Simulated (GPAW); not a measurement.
The system is AlCo3.

```
Co Al
1.0
     3.57495    0.00000    0.00000
     0.00000    3.57495    0.00000
     0.00000    0.00000    3.57495
Co Al
3 1
Direct
  0.00000 0.50000 0.50000
  0.50000 0.00000 0.50000
  0.50000 0.50000 0.00000
  0.00000 0.00000 0.00000
```

The cell comes from a database or a generator and needn't be the stable form of this composition.

Base run:

| Quantity | Value |
| --- | --- |
| Program | GPAW 26.7.0 |
| Functional | PBEsol |
| Potentials or basis | PAW data sets generated in the run's folder for this functional |
| Cutoff | 600 eV |
| Basis | pw |
| k mesh | 8 × 8 × 8 |
| Occupations | fermi-dirac, width 0.05 eV |
| Spin | collinear spin, ferromagnetic start |
| Starting moments | [2.0, 2.0, 2.0, 0.0] μB |
| Hubbard terms | Co d U = 6 eV |

Its results: pressure 20.1 GPa; net moment 5.76 μB per cell; site moments Co +2.02; Al -0.10 μB.

Task: The run is repeated on the same cell with these changes: hubbard terms from Co d U = 6 eV to none. What comes out?

Result: Pressure -7.1 GPa; net moment 3.86 μB per cell; site moments Co +1.32; Al -0.05 μB.

Caveats: the U is typed as a test and isn't derived for this compound (some runs).
